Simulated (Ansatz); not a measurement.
# Be2H3I (built on the sites of a database entry of Sr2H3I): following an unstable mode, part 2 of 3

Which phase does Be2H3I (built on the sites of a database entry of Sr2H3I) fall into along its unstable mode, and how much energy does it gain?

Ansatz 0.2.0; DFT PBEsol, scalar-relativistic, plane waves, PAW.

So far, highest frequency on the path or at a solved wavevector (cm⁻¹): step 2 (response at finite wavevector) 1602. Also lowest frequency on the path (cm⁻¹): step 2 -1040.

The structure was built from a prototype and need not be the compound's stable phase.

### 5. Energy along the mode, all amplitudes (two of the runs are shown above)

An imaginary frequency means negative curvature, so the energy should fall and then rise again as anharmonic terms take over.

This step gave:

| Quantity | Value |
| --- | --- |
| depth at the lowest point sampled | 167.6 meV/atom |
| largest atomic shift at that point | 0.6 Å |

Table of energy from the parent by largest atomic shift:

| largest atomic shift (Å) | energy from the parent (meV/atom) |
| --- | --- |
| 0.000 | 0 |
| 0.040 | -1.26 |
| 0.080 | -5.00 |
| 0.140 | -15.0 |
| 0.220 | -35.1 |
| 0.320 | -68.3 |
| 0.450 | -117 |
| 0.600 | -168 |

Displacement at unit largest shift by atom:

| atom | x (Å) | y (Å) | z (Å) | size |
| --- | --- | --- | --- | --- |
| Be1 | -0.070 | -0.121 | 0.000 | 0.140 |
| Be2 | -0.070 | -0.121 | 0.000 | 0.140 |
| H3 | 0.500 | 0.866 | 0.000 | 1.000 |
| H4 | 0.358 | 0.620 | 0.000 | 0.716 |
| H5 | 0.358 | 0.620 | 0.000 | 0.716 |
| I6 | 0.000 | 0.000 | 0.000 | 0.000 |

The lowest of the steps tried is the last one, at 0.6 Å, 168 meV/atom below the parent; the bottom of the well need not coincide with a step.

### 6. Relaxation from the frozen mode

Starting from the lowest point found, all atoms and the cell are let go, so that strain and other modes of the same symmetry can join in.

input.yaml

```yaml
crystal:
  lattice:
    - [3.4536400321, 3.372e-06, 0.0]
    - [-1.7268229363, 2.9909383173, 0.0]
    - [0.0, 0.0, 5.6431505783]
  atoms:
    - { symbol: Be, position: [0.6424689305, 0.3091355971, 0.6240659027] }
    - { symbol: Be, position: [0.3091355971, 0.6424689305, 0.3759340973] }
    - { symbol: H, position: [0.1737297444, 0.1737297444, 0.5] }
    - { symbol: H, position: [0.791002206, 0.4576688727, 0.3657961977] }
    - { symbol: H, position: [0.4576688727, 0.791002206, 0.6342038023] }
    - { symbol: I, position: [8.17058e-05, 8.17058e-05, 0.0] }
kpoints:
  mp_grid: { grid: [12, 12, 6] }
hamiltonian:
  xc: pbesol
scf:
  occupations: { method: methfessel_paxton, width: 0.15 }
output:
  forces: true
  stress: true
  eigenvalues: true
relax:
  adjacent_minimum: "off"
  f_tol: 0.002
  max_steps: 120
  cell: { stress_tol: 0.03 }
```

Run with:

```bash
$ ansatz run input.yaml --threads 4 --pin off --max-ram 7168MiB --backend cpu --events-out ev --progress --plain --runs-dir out
```

Numbers of over 12 decimals in the logs are rounded to 6 here.

Log:

```text
[...]
Crystal: 6 atoms, lattice volume = 58.292 Å³
Basis set: ecut = 420 eV, 1123 PW (Γ), exchange–correlation on 48×48×80 points (8 copies of the dense FFT grid, shifted against one another)
Bands: 18, of which v1, the nominal top of the filled ones, is band 12 counted from 1 (11 counted from 0)
Symmetry: 2 space group operations
[...]
k-points: 242 of 864 (time reversal used)
[...]
SCF iter   1: F=—  HF=-7657.952876 eV  |F-HF|=—  |Δ(HF+E_count)|=         —  Δρ=4.07e-3  dr2=2.35e-2  ethr=1.77e-3  ⟨swp⟩=7.2  Hψ=25559  notcnv=0
[...]
SCF iter   7: F=-7657.945283 eV  HF=-7657.945283 eV  |F-HF|=1.31e-8  |Δ(HF+E_count)|=   4.87e-8  S|Δr|=    0.00e0  Δρ=4.97e-6  dr2=2.01e-8  ethr=4.17e-10  ⟨swp⟩=9.8  Hψ=20949  notcnv=0
SCF 1 converged in 7 iterations: F = -7657.945283 eV  dr2 = 2.01e-8
[...]
relax step   1: F+E_penalty+E_count = -7657.94528284 eV  Δ(F+E_penalty+E_count) = +0.000e0 eV  max|allowed force component| = 9.979e-1 eV/Å  Δτ_max = 0.0000 Å  P = +2.643 GPa  Ω = 58.292 Å³  (7 SCF iters, dr2 threshold 1.00e-7 eV, accepted)
Crystal: 6 atoms, lattice volume = 62.610 Å³
Basis set: ecut = 420 eV, 1207 PW (Γ), exchange–correlation on 48×48×80 points (8 copies of the dense FFT grid, shifted against one another)
[...]
SCF iter   7: F=-7658.597558 eV  HF=-7658.597558 eV  |F-HF|=4.07e-9  |Δ(HF+E_count)|=   1.89e-7  S|Δr|=    0.00e0  Δρ=6.23e-6  dr2=2.87e-8  ethr=2.50e-9  ⟨swp⟩=6.2  Hψ=20150  notcnv=0
SCF 2 converged in 7 iterations: F = -7658.597558 eV  dr2 = 2.87e-8
relax step   2: F+E_penalty+E_count = -7658.59755775 eV  Δ(F+E_penalty+E_count) = -6.523e-1 eV  max|allowed force component| = 1.011e0 eV/Å  Δτ_max = 0.1094 Å  P = +0.400 GPa  Ω = 62.610 Å³  energy of the carried Pulay correction = -2.964e-3 eV  (7 SCF iters, dr2 threshold 6.00e-7 eV, accepted)
Crystal: 6 atoms, lattice volume = 64.867 Å³
Basis set: ecut = 420 eV, 1253 PW (Γ), exchange–correlation on 48×48×80 points (8 copies of the dense FFT grid, shifted against one another)
[...]
SCF iter   6: F=-7659.240091 eV  HF=-7659.240091 eV  |F-HF|=4.13e-8  |Δ(HF+E_count)|=   1.74e-7  S|Δr|=    0.00e0  Δρ=7.78e-6  dr2=5.96e-8  ethr=2.50e-9  ⟨swp⟩=5.6  Hψ=18935  notcnv=0
SCF 3 converged in 6 iterations: F = -7659.240091 eV  dr2 = 5.96e-8
relax step   3: F+E_penalty+E_count = -7659.24009087 eV  Δ(F+E_penalty+E_count) = -6.425e-1 eV  max|allowed force component| = 6.439e-1 eV/Å  Δτ_max = 0.1947 Å  P = +4.321 GPa  Ω = 64.867 Å³  energy of the carried Pulay correction = -4.431e-3 eV  (6 SCF iters, dr2 threshold 6.00e-7 eV, accepted)
[... from here on, the SCF cycles and remarks between the steps are left out ...]
relax step   4: F+E_penalty+E_count = -7659.64557544 eV  Δ(F+E_penalty+E_count) = -4.055e-1 eV  max|allowed force component| = 4.345e-1 eV/Å  Δτ_max = 0.1952 Å  P = +3.028 GPa  Ω = 67.036 Å³  energy of the carried Pulay correction = -5.791e-3 eV  (5 SCF iters, dr2 threshold 6.00e-7 eV, accepted)
relax step   5: F+E_penalty+E_count = -7659.91481019 eV  Δ(F+E_penalty+E_count) = -2.692e-1 eV  max|allowed force component| = 3.799e-1 eV/Å  Δτ_max = 0.1954 Å  P = +1.910 GPa  Ω = 70.473 Å³  energy of the carried Pulay correction = -7.853e-3 eV  (6 SCF iters, dr2 threshold 6.00e-7 eV, accepted)
relax step   6: F+E_penalty+E_count = -7660.09830220 eV  Δ(F+E_penalty+E_count) = -1.835e-1 eV  max|allowed force component| = 2.173e-1 eV/Å  Δτ_max = 0.1268 Å  P = +0.864 GPa  Ω = 73.606 Å³  energy of the carried Pulay correction = -9.641e-3 eV  (6 SCF iters, dr2 threshold 6.00e-7 eV, accepted)
relax step   7: F+E_penalty+E_count = -7660.20557498 eV  Δ(F+E_penalty+E_count) = -1.073e-1 eV  max|allowed force component| = 3.164e-1 eV/Å  Δτ_max = 0.0787 Å  P = +0.377 GPa  Ω = 76.340 Å³  energy of the carried Pulay correction = -1.113e-2 eV  (6 SCF iters, dr2 threshold 6.00e-7 eV, accepted)
relax step   8: F+E_penalty+E_count = -7660.27145422 eV  Δ(F+E_penalty+E_count) = -6.588e-2 eV  max|allowed force component| = 9.781e-2 eV/Å  Δτ_max = 0.0968 Å  P = -0.054 GPa  Ω = 77.630 Å³  energy of the carried Pulay correction = -1.182e-2 eV  (6 SCF iters, dr2 threshold 6.00e-7 eV, accepted)
relax step   9: F+E_penalty+E_count = -7660.31450851 eV  Δ(F+E_penalty+E_count) = -4.305e-2 eV  max|allowed force component| = 1.475e-1 eV/Å  Δτ_max = 0.2000 Å  P = -0.942 GPa  Ω = 78.175 Å³  energy of the carried Pulay correction = -1.210e-2 eV  (6 SCF iters, dr2 threshold 6.00e-7 eV, accepted)
relax step  10: F+E_penalty+E_count = -7660.35524111 eV  Δ(F+E_penalty+E_count) = -4.073e-2 eV  max|allowed force component| = 2.065e-1 eV/Å  Δτ_max = 0.1953 Å  P = -0.566 GPa  Ω = 75.628 Å³  energy of the carried Pulay correction = -1.075e-2 eV  (6 SCF iters, dr2 threshold 6.00e-7 eV, accepted)
relax step  11: F+E_penalty+E_count = -7660.36102530 eV  Δ(F+E_penalty+E_count) = -5.784e-3 eV  max|allowed force component| = 1.110e-1 eV/Å  Δτ_max = 0.0305 Å  P = +0.642 GPa  Ω = 74.034 Å³  energy of the carried Pulay correction = -9.879e-3 eV  (5 SCF iters, dr2 threshold 6.00e-7 eV, accepted)
relax step  12: F+E_penalty+E_count = -7660.36502264 eV  Δ(F+E_penalty+E_count) = -3.997e-3 eV  max|allowed force component| = 1.905e-2 eV/Å  Δτ_max = 0.0179 Å  P = -0.086 GPa  Ω = 74.797 Å³  energy of the carried Pulay correction = -1.030e-2 eV  (5 SCF iters, dr2 threshold 6.00e-7 eV, accepted)
relax step  13: F+E_penalty+E_count = -7660.36524424 eV  Δ(F+E_penalty+E_count) = -2.216e-4 eV  max|allowed force component| = 4.060e-3 eV/Å  Δτ_max = 0.0041 Å  P = +0.047 GPa  Ω = 74.610 Å³  energy of the carried Pulay correction = -1.020e-2 eV  (4 SCF iters, dr2 threshold 9.10e-8 eV, accepted)
relax step  14: F+E_penalty+E_count = -7660.36524826 eV  Δ(F+E_penalty+E_count) = -4.028e-6 eV  max|allowed force component| = 1.175e-3 eV/Å  Δτ_max = 0.0023 Å  P = +0.005 GPa  Ω = 74.658 Å³  energy of the carried Pulay correction = -1.022e-2 eV  (4 SCF iters, dr2 threshold 2.41e-8 eV, accepted)
relax step  15: F+E_penalty+E_count = -7660.49292550 eV  Δ(F+E_penalty+E_count) = -1.277e-1 eV  max|allowed force component| = 7.188e-3 eV/Å  Δτ_max = 0.0000 Å  P = +1.959 GPa  Ω = 74.658 Å³  stress off target by 4.12e0 GPa  SCF on the basis re-selected at this cell (its energy is not comparable with the rows above)  (7 SCF iters)
relax step  16: F+E_penalty+E_count = -7660.55294381 eV  Δ(F+E_penalty+E_count) = -6.002e-2 eV  max|allowed force component| = 7.971e-2 eV/Å  Δτ_max = 0.0668 Å  P = +1.058 GPa  Ω = 76.417 Å³  energy of the carried Pulay correction = -1.013e-3 eV  (5 SCF iters, dr2 threshold 6.00e-7 eV, accepted)
relax step  17: F+E_penalty+E_count = -7660.58846385 eV  Δ(F+E_penalty+E_count) = -3.552e-2 eV  max|allowed force component| = 6.310e-2 eV/Å  Δτ_max = 0.0303 Å  P = +0.326 GPa  Ω = 78.591 Å³  energy of the carried Pulay correction = -2.416e-3 eV  (5 SCF iters, dr2 threshold 6.00e-7 eV, accepted)
relax step  18: F+E_penalty+E_count = -7660.59740498 eV  Δ(F+E_penalty+E_count) = -8.941e-3 eV  max|allowed force component| = 3.186e-2 eV/Å  Δτ_max = 0.0329 Å  P = -0.047 GPa  Ω = 79.825 Å³  energy of the carried Pulay correction = -3.272e-3 eV  (5 SCF iters, dr2 threshold 6.00e-7 eV, accepted)
relax step  19: F+E_penalty+E_count = -7660.59757728 eV  Δ(F+E_penalty+E_count) = -1.723e-4 eV  max|allowed force component| = 1.442e-2 eV/Å  Δτ_max = 0.0088 Å  P = -0.037 GPa  Ω = 80.007 Å³  energy of the carried Pulay correction = -3.408e-3 eV  (4 SCF iters, dr2 threshold 1.40e-7 eV, accepted)
relax step  20: F+E_penalty+E_count = -7660.59765276 eV  Δ(F+E_penalty+E_count) = -7.547e-5 eV  max|allowed force component| = 4.283e-3 eV/Å  Δτ_max = 0.0060 Å  P = +0.007 GPa  Ω = 79.987 Å³  energy of the carried Pulay correction = -3.393e-3 eV  (5 SCF iters, dr2 threshold 1.90e-8 eV, accepted)
relax step  21: F+E_penalty+E_count = -7660.59763117 eV  Δ(F+E_penalty+E_count) = +2.159e-5 eV  max|allowed force component| = 2.370e-3 eV/Å  Δτ_max = 0.0023 Å  P = +0.002 GPa  Ω = 80.044 Å³  energy of the carried Pulay correction = -3.434e-3 eV  (5 SCF iters, dr2 threshold 1.15e-9 eV, accepted)
relax step  22: F+E_penalty+E_count = -7660.59764688 eV  Δ(F+E_penalty+E_count) = -1.571e-5 eV  max|allowed force component| = 2.118e-3 eV/Å  Δτ_max = 0.0012 Å  P = +0.001 GPa  Ω = 80.027 Å³  energy of the carried Pulay correction = -3.422e-3 eV  (5 SCF iters, dr2 threshold 3.51e-10 eV, accepted)
relax step  23: F+E_penalty+E_count = -7660.59764584 eV  Δ(F+E_penalty+E_count) = +1.045e-6 eV  max|allowed force component| = 1.273e-4 eV/Å  Δτ_max = 0.0003 Å  P = +0.000 GPa  Ω = 80.030 Å³  energy of the carried Pulay correction = -3.424e-3 eV  (4 SCF iters, dr2 threshold 2.80e-10 eV, accepted)
relax step  24: F+E_penalty+E_count = -7660.60363108 eV  Δ(F+E_penalty+E_count) = -5.985e-3 eV  max|allowed force component| = 1.695e-3 eV/Å  Δτ_max = 0.0000 Å  P = +0.024 GPa  Ω = 80.030 Å³  stress off target by 1.16e-1 GPa  SCF on the basis re-selected at this cell (its energy is not comparable with the rows above)  (7 SCF iters)
relax step  25: F+E_penalty+E_count = -7660.60372549 eV  Δ(F+E_penalty+E_count) = -9.441e-5 eV  max|allowed force component| = 3.001e-3 eV/Å  Δτ_max = 0.0012 Å  P = +0.023 GPa  Ω = 80.024 Å³  energy of the carried Pulay correction = +3.236e-6 eV  (4 SCF iters, dr2 threshold 3.34e-8 eV, accepted)
relax step  26: F+E_penalty+E_count = -7660.60376482 eV  Δ(F+E_penalty+E_count) = -3.933e-5 eV  max|allowed force component| = 6.910e-4 eV/Å  Δτ_max = 0.0032 Å  P = +0.004 GPa  Ω = 80.040 Å³  energy of the carried Pulay correction = -5.852e-6 eV  (4 SCF iters, dr2 threshold 1.22e-8 eV, accepted)
[...]
SCF iter   4: F=-7660.603773 eV  HF=-7660.603773 eV  |F-HF|=4.55e-12  |Δ(HF+E_count)|=   2.33e-9  S|Δr|=    0.00e0  Δρ=1.11e-7  dr2=5.13e-12  ethr=1.00e-12  ⟨swp⟩=6.2  Hψ=25367  notcnv=0
SCF 27 converged in 4 iterations: F = -7660.603773 eV  dr2 = 5.13e-12
relax step  27: F+E_penalty+E_count = -7660.60377266 eV  Δ(F+E_penalty+E_count) = -7.836e-6 eV  max|allowed force component| = 6.925e-4 eV/Å  Δτ_max = 0.0000 Å  P = +0.004 GPa  Ω = 80.040 Å³  stress off target by 1.54e-2 GPa  SCF on the basis re-selected at this cell (its energy is not comparable with the rows above)  (4 SCF iters)
[...]
SCF converged after 4 iterations
[...]
Free energy (F): -7660.603773 eV
[...]
Internal energy: -7660.603773 eV  (E = F + TS)
E sigma→0 (E₀):  -7660.603773 eV
Fermi energy:    4.689940 eV
Step filling:    the computed levels leave a gap of 2.7771 eV = 18.5 smearing widths at the electron count; against every level under it full and every level over it empty, smearing changes F+E_penalty+E_count by +5.91e-39 meV and its σ→0 estimate by -2.49e-37 meV
[...]
--- Forces (eV/Å), atoms counted from 1 ---
  atom   1  Be     0.00016487    -0.00044854    -0.00001438
  atom   2  Be    -0.00047088    -0.00008149     0.00001438
  atom   3  H     -0.00000558    -0.00000966    -0.00000000
  atom   4  H     -0.00034572     0.00060005     0.00040466
  atom   5  H      0.00069252     0.00000062    -0.00040466
  atom   6  I     -0.00003485    -0.00006037    -0.00000000
  max |Σ_I F_I| component: 6.05e-7 eV/Å
--- Stress (GPa, compression-positive) ---
        0.003240      -0.001788       0.007759
       -0.001788       0.001175      -0.004480
        0.007766      -0.004484       0.008136
  P = ⅓ Tr σ = 0.0042 GPa (0.042 kbar)
--- Band table (eV; the first three rows and the last of 242) ---
  k-point 0: bands = [... 8 lower, 0.6415, 0.9500, 2.6407, 2.9597, 7.4876, 7.5083, 9.1079, 9.9022, ... 2 higher]
  k-point 1: bands = [... 8 lower, 0.6438, 0.9245, 2.6257, 3.0388, 7.3982, 7.6488, 8.5866, 9.5652, ... 2 higher]
  k-point 2: bands = [... 8 lower, 0.7579, 0.9661, 2.5976, 3.2052, 6.8103, 7.5470, 7.8934, 9.5637, ... 2 higher]
  k-point 241: bands = [... 8 lower, -0.2423, 0.1351, 1.4466, 2.0910, 6.6330, 6.8617, 8.2958, 11.0668, ... 2 higher]
--- Relaxed structure (24 steps of the walk, 24 accepted, 3 SCFs on fresh bases) ---
  F+E_penalty+E_count = -7660.60377266 eV   max|allowed force component| = 6.925e-4 eV/Å   (the final SCF, on the basis selected at the relaxed cell)
  cell:  # Å, volume = 80.0400 Å³
    - [4.069758, 0.048640, 0.896320]
    - [-1.992763, 3.548830, -0.896320]
    - [1.464563, -0.845564, 5.937945]
  atoms:
    - { symbol: Be, position: [0.475282, 0.197013, 0.581339] }
    - { symbol: Be, position: [0.197013, 0.475282, 0.418661] }
    - { symbol: H, position: [0.208435, 0.208435, 0.500000] }
    - { symbol: H, position: [0.835769, 0.526441, 0.566511] }
    - { symbol: H, position: [0.526441, 0.835769, 0.433489] }
    - { symbol: I, position: [0.131146, 0.131146, -7.862715289694032e-19] }
```

Elapsed: 3.8 min, on 4 threads of Arm Neoverse V1, shared host; peak memory 0.75 GiB.

Step by step (22 of 27):

| step | energy less that of the first step (eV) | largest force component (eV/Å) | pressure (GPa) | volume (Å³) |
| --- | --- | --- | --- | --- |
| 1 | 0.0000 | 0.9979 | 2.64 | 58.29 |
| 2 | -0.6523 | 1.0107 | 0.40 | 62.61 |
| 3 | -1.2948 | 0.6439 | 4.32 | 64.87 |
| 5 | -1.9695 | 0.3799 | 1.91 | 70.47 |
| 6 | -2.1530 | 0.2173 | 0.86 | 73.61 |
| 7 | -2.2603 | 0.3164 | 0.38 | 76.34 |
| 8 | -2.3262 | 0.0978 | -0.05 | 77.63 |
| 10 | -2.4100 | 0.2065 | -0.57 | 75.63 |
| 11 | -2.4157 | 0.1110 | 0.64 | 74.03 |
| 12 | -2.4197 | 0.0191 | -0.09 | 74.80 |
| 13 | -2.4200 | 0.0041 | 0.05 | 74.61 |
| 15* | -2.5476 | 0.0072 | 1.96 | 74.66 |
| 16 | -2.6077 | 0.0797 | 1.06 | 76.42 |
| 17 | -2.6432 | 0.0631 | 0.33 | 78.59 |
| 18 | -2.6521 | 0.0319 | -0.05 | 79.83 |
| 20 | -2.6524 | 0.0043 | 0.01 | 79.99 |
| 21 | -2.6523 | 0.0024 | 0.00 | 80.04 |
| 22 | -2.6524 | 0.0021 | 0.00 | 80.03 |
| 23 | -2.6524 | 0.0001 | 0.00 | 80.03 |
| 25 | -2.6584 | 0.0030 | 0.02 | 80.02 |
| 26 | -2.6585 | 0.0007 | 0.00 | 80.04 |
| 27* | -2.6585 | 0.0007 | 0.00 | 80.04 |

Relaxation steps marked * repeat the geometry before them on a plane-wave basis chosen anew for their cell, so energy and pressure can jump there. Other such steps can lie between the rows shown.

Forces are held to the 2 operations that the run works with; a distortion that breaks them can't arise in this run.

| cell as run | before | after | change |
| --- | --- | --- | --- |
| a (Å) | 3.454 | 4.168 | +20.7 % |
| b (Å) | 3.454 | 4.168 | +20.7 % |
| c (Å) | 5.643 | 6.174 | +9.4 % |
| α (°) | 90.00 | 115.91 | +28.8 % |
| β (°) | 90.00 | 64.09 | -28.8 % |
| γ (°) | 120.00 | 120.22 | +0.2 % |
| volume (Å³/atom) | 9.72 | 13.34 | +37.3 % |

The atoms that moved most (Å, as changes of fractional coordinates times the final cell):

| atom | dx | dy | dz | length |
| --- | --- | --- | --- | --- |
| H5 | -0.103 | 0.332 | -1.170 | 1.221 |
| H4 | 0.339 | 0.077 | 1.170 | 1.221 |
| Be2 | -0.061 | -0.635 | 0.303 | 0.706 |
| Be1 | -0.520 | -0.370 | -0.303 | 0.706 |
| I6 | 0.272 | 0.472 | 0.000 | 0.544 |
| H3 | 0.072 | 0.125 | 0.000 | 0.144 |

The relaxed structure:

```xyz
6
Lattice="4.0698 0.0486 0.8963 -1.9928 3.5488 -0.8963 1.4646 -0.8456 5.9379" Properties=species:S:1:pos:R:3 pbc="T T T"
Be    2.3931    0.2307    3.7014
Be    0.4678    1.3423    2.2366
H     1.1652    0.3271    2.9690
H     3.1820    1.4299    3.6412
H     1.1119    2.6251    2.2968
I     0.2724    0.4718    0.0000
```

This step gave:

```yaml
pressure: 0.004184 GPa
gap_on_the_k_mesh: 2.777 eV
volume_per_atom: 13.34 Å³
```

The distorted start has space group C2; the relaxation ends in C2.

### 7. The new phase in its own primitive cell

The relaxed structure is symmetrised, reduced to its primitive cell and relaxed tightly, as its phonons need.

input.yaml

```yaml
crystal:
  lattice:
    - [3.6131373118, -2.076998844, 0.0]
    - [3.6131373118, 2.076998844, 0.0]
    - [-3.1113089152, 0.0, 5.3328104449]
  atoms:
    - { symbol: Be, position: [0.4752822979, 0.8029867246, 0.4186606846] }
    - { symbol: Be, position: [0.1970132754, 0.5247177021, 0.5813393154] }
    - { symbol: H, position: [0.2084351223, 0.7915648777, 0.5] }
    - { symbol: H, position: [0.8357686514, 0.4735587085, 0.433489107] }
    - { symbol: H, position: [0.5264412915, 0.1642313486, 0.566510893] }
    - { symbol: I, position: [0.1311464181, 0.8688535819, 0.0] }
kpoints:
  mp_grid: { grid: [6, 6, 4] }
hamiltonian:
  xc: pbesol
scf:
  occupations: { method: fixed }
output:
  forces: true
  stress: true
  eigenvalues: true
relax:
  adjacent_minimum: "off"
  f_tol: 0.001
  max_steps: 60
  cell: { stress_tol: 0.01 }
```

Log:

```text
[...]
Crystal: 6 atoms, lattice volume = 80.040 Å³
Basis set: ecut = 420 eV, 1551 PW (Γ), exchange–correlation on 60×60×90 points (8 copies of the dense FFT grid, shifted against one another)
Bands: 18, of which v1, the nominal top of the filled ones, is band 12 counted from 1 (11 counted from 0)
Symmetry: 2 space group operations
[...]
k-points: 47 of 144 (time reversal used)
[...]
- [3.613701, -2.076788, -0.00224155]
    - [3.613701, 2.076788, -0.00224155]
    - [-3.115103, 0.0, 5.334105]
  atoms:
    - { symbol: Be, position: [0.475218, 0.803008, 0.418672] }
    - { symbol: Be, position: [0.196992, 0.524782, 0.581328] }
    - { symbol: H, position: [0.208539, 0.791461, 0.500000] }
    - { symbol: H, position: [0.835679, 0.473416, 0.433293] }
    - { symbol: H, position: [0.526584, 0.164321, 0.566707] }
    - { symbol: I, position: [0.131073, 0.868927, 0.0] }
[key lines of the parts left out:]
SCF converged after 6 iterations
Free energy (F): -7660.603654 eV
Fermi energy:    3.299786 eV
P = ⅓ Tr σ = -0.0008 GPa (-0.008 kbar)
```

It took 8.5 s on 4 threads; peak memory 0.45 GiB; 32 s of CPU time.

Little changed from the start: no atom moved by 0.005 Å and no cell edge by 0.1 %.

This step gave:

```
pressure           : -7.68e-4 GPa
gap on the k-mesh  : 2.779 eV
direct gap on mesh : 2.779 eV
```

The largest force component left is 0.25 meV/Å and the pressure is -0.001 GPa, within the tolerances set. The cell now holds 13.34 Å³/atom.

(Part 2 of 3 ends here.)

[Logs are printed without paths, hosts, clocks, repeated set-up lines and the standing remarks that a program may print on its own settings, such as how far it seeks lower states.]

[Hosts, paths, dates, database ids (printed as entryN), source tags and the programs' standing remarks are cut or masked in the printed files.]
